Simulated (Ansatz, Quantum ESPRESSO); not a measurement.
# Complex bands of CaSe, rock salt type, lattice constant set to 5.96 Å, part 2 of 2

Aim: how fast states decay in the gap of CaSe, rock salt type, lattice constant set to 5.96 Å.

Quantum ESPRESSO 7.5; plane-wave DFT, PBE, SG15 norm-conserving pseudopotentials; cross-check by Ansatz 0.2.0 with PAW datasets.

So far. Step 2 (Self-consistent run): The run needed 10 iterations to bring the estimated error under 1e-09 Ry. Step 5 (Complex band structure, with ikind = 1): The message: “do_cond (1): different cut-offs on left lead and scattering region”. ikind = 1 needs a scattering region, which this input doesn't give; ikind = 0 solves the crystal alone.

The structure was built from a prototype and need not be the compound's stable phase.

## (6) Cross-check with Ansatz (continued)

K across = (0, 0) in the cell's reciprocal vectors. Table of Re kz of states that move upwards by energy, zero at the highest filled level of the SCF mesh:

```
energy (eV)  channel 1 (Å⁻¹)  channel 2 (Å⁻¹)  channel 3 (Å⁻¹)  channel 4 (Å⁻¹)  channel 5 (Å⁻¹)
      -2.07            0.521                -                -                -                -
      -1.61           -0.401                -                -                -                -
      -1.15           -0.301                -                -                -                -
      -0.69           -0.210            0.441            0.441                -                -
      -0.23           -0.269           -0.269           -0.110                -                -
       0.00                -                -                -                -                -
       0.23                -                -                -                -                -
       0.69                -                -                -                -                -
       1.15                -                -                -                -                -
       1.61                -                -                -                -                -
       2.07                -                -                -                -                -
       2.53            0.420                -                -                -                -
       2.76            0.525                -                -                -                -
       3.22           -0.339                -                -                -                -
       3.68          -0.0844            0.211                -                -                -
       4.14            0.234            0.234            0.418                -                -
       4.60           -0.439            0.147            0.356            0.356            0.520
       5.06            0.221            0.470            0.470                -                -
       5.52           -0.452           -0.452            0.278                -                -
       5.98            0.108            0.330                -                -                -
       6.44            0.257            0.378                -                -                -
       6.90            0.332            0.426                -                -                -
```

K across = (1/2, 0) in the cell's reciprocal vectors; values within 0.0025 1/Å of each other count once, columns are sorted by size at each energy, a dash where no further value was kept. The Im kz of the slowest decaying states by energy, zero at the highest filled level of the SCF mesh:

| energy (eV) | decay 1 (Å⁻¹) | decay 2 (Å⁻¹) | decay 3 (Å⁻¹) |
| --- | --- | --- | --- |
| -2.07 | 0.195 | 0.775 | 0.828 |
| -1.61 | 0.154 | 0.633 | 0.745 |
| -1.15 | 0.0973 | 0.621 | 1.47 |
| -0.69 | 0.496 | 0.541 | 1.43 |
| -0.46 | 0.519 | 0.596 | 1.40 |
| 0.00 | 0.542 | 0.647 | 1.35 |
| 0.46 | 0.549 | 0.665 | 1.30 |
| 0.92 | 0.545 | 0.666 | 1.25 |
| 1.38 | 0.533 | 0.655 | 1.19 |
| 1.84 | 0.513 | 0.634 | 1.14 |
| 2.30 | 0.484 | 0.604 | 1.07 |
| 2.53 | 0.467 | 0.586 | 1.04 |
| 2.99 | 0.424 | 0.543 | 0.972 |
| 3.45 | 0.364 | 0.487 | 0.897 |
| 3.91 | 0.276 | 0.415 | 0.813 |
| 4.37 | 0.0326 | 0.309 | 0.713 |
| 4.83 | 0.0325 | 0.0527 | 0.176 |
| 5.29 | 0.119 | 0.242 | 1.29 |
| 5.52 | 0.0981 | 0.293 | 1.25 |
| 5.98 | 0.0500 | 0.221 | 0.519 |
| 6.44 | 0.148 | 0.252 | 0.596 |
| 6.90 | 0.252 | 0.261 | 0.647 |

K across = (1/2, 1/2) in the cell's reciprocal vectors; values within 0.0025 1/Å of each other count once, columns are sorted by size at each energy, a dash where no further value was kept. Table of Im kz of the slowest decaying states by energy, zero at the highest filled level of the SCF mesh:

```csv
energy (eV),decay 1 (Å⁻¹),decay 2 (Å⁻¹),decay 3 (Å⁻¹)
-2.07,0.270,1.21,-
-1.84,0.194,1.21,-
-1.38,1.21,-,-
-1.15,1.21,-,-
-0.92,1.20,-,-
-0.46,0.211,0.216,1.19
-0.23,0.240,0.251,1.18
0.00,0.257,0.275,1.18
0.46,0.267,0.305,1.16
0.69,0.262,0.314,1.15
0.92,0.251,0.321,1.14
1.38,0.212,0.326,1.11
1.61,0.180,0.326,1.10
1.84,0.133,0.324,1.09
2.30,0.315,1.06,1.10
2.53,0.308,1.04,1.06
2.99,0.289,0.979,1.00
3.22,0.277,0.933,0.983
3.45,0.262,0.882,0.963
3.91,0.227,0.764,0.917
4.14,0.204,0.692,0.892
4.37,0.176,0.606,0.865
4.83,0.0881,0.332,0.805
5.06,0.771,1.16,1.37
5.29,0.164,0.733,1.09
5.75,0.640,0.868,1.32
5.98,0.0635,0.181,0.393
6.21,0.281,0.368,0.478
6.67,0.405,0.527,0.998
6.90,0.406,0.575,1.03
```

K across = (1/4, 0) in the cell's reciprocal vectors; values within 0.0025 1/Å of each other count once, columns are sorted by size at each energy, a dash where no further value was kept. Table of Im kz of the slowest decaying states by energy, zero at the highest filled level of the SCF mesh:

```csv
energy (eV),decay 1 (Å⁻¹),decay 2 (Å⁻¹),decay 3 (Å⁻¹)
-2.07,0.0479,0.830,0.876
-1.61,0.716,0.817,1.17
-1.15,0.173,0.429,0.554
-0.69,0.233,0.676,0.778
-0.46,0.107,0.185,0.221
0.00,0.302,0.396,0.588
0.46,0.345,0.461,0.561
0.92,0.362,0.485,0.538
1.38,0.362,0.486,0.514
1.84,0.349,0.471,0.487
2.30,0.323,0.442,0.450
2.53,0.305,0.422,0.424
2.99,0.255,0.329,0.368
3.45,0.166,0.289,0.497
3.91,0.00661,0.141,0.151
4.37,0.121,0.403,0.503
4.83,0.331,0.394,0.498
5.29,0.210,0.345,0.375
5.52,0.0273,0.130,0.261
5.98,0.0169,0.200,0.223
6.44,0.301,0.315,0.510
6.90,0.248,0.317,0.344
```

## (7) By hand

T falls as exp(−2κd). With κ = 0.173 1/Å, 10 Å of barrier pass exp(−2 × 0.173 × 10) = 0.031 of that channel, interfaces aside.

## (8) Summary of results

| Item | Value |
| --- | --- |
| gap on the SCF mesh | 2.07 eV |
| smallest κ at mid-gap among the four k points, at the zone centre | 0.173 Å⁻¹ |
| peak of the smallest κ in the stop band at the zone centre | 0.184 Å⁻¹ |
| peak of the smallest κ in the stop band at (1/2, 0) | 0.548 Å⁻¹ |
| peak of the smallest κ in the stop band at (1/2, 1/2) | 0.265 Å⁻¹ |
| peak of the smallest κ in the stop band at (1/4, 0) | 0.362 Å⁻¹ |
| energy of the peak at the zone centre, over the highest filled level | 1.61 eV |
| peak at the zone centre by Ansatz | 0.185 Å⁻¹ |

What this shows: With a gap of 2.07 eV on the mesh, the smallest κ at mid-gap among the four k points, at the zone centre is 0.173 Å⁻¹ (PBE, SG15 norm-conserving). For a barrier with the Fermi level at mid-gap the slowest state found, at the zone centre, loses a factor of ten in probability every 6.6 Å or so. Stop bands away from the zone centre are mostly wider than the gap, so their peaks can lie above the conduction bottom. At the zone centre pwcond's peak is 0.184 and Ansatz's 0.185 1/Å, 1 % apart. The cell is the a/√2 one, turned by 45°, with two primitive cells, so X along [001] folds onto kz = 0. A semilocal gap is too small, often by a third to a half and by more in narrow-gap crystals, so real barriers decay faster. Spin-orbit coupling is left out; depending on the atoms that carry the levels of interest, it can split and shift them by tens to hundreds of meV.

[Logs are printed without paths, hosts, clocks, repeated set-up lines and the standing remarks that a program may print on its own settings, such as how far it seeks lower states.]

[Hosts, paths, dates, database ids (printed as entryN), source tags and the programs' standing remarks are cut or masked in the printed files.]

[Maps of the electrostatic potential energy from Ansatz leave out the sawtooth potential of an applied field or a dipole correction, so their vacuum need not be flat; planar profiles and work functions include it.]
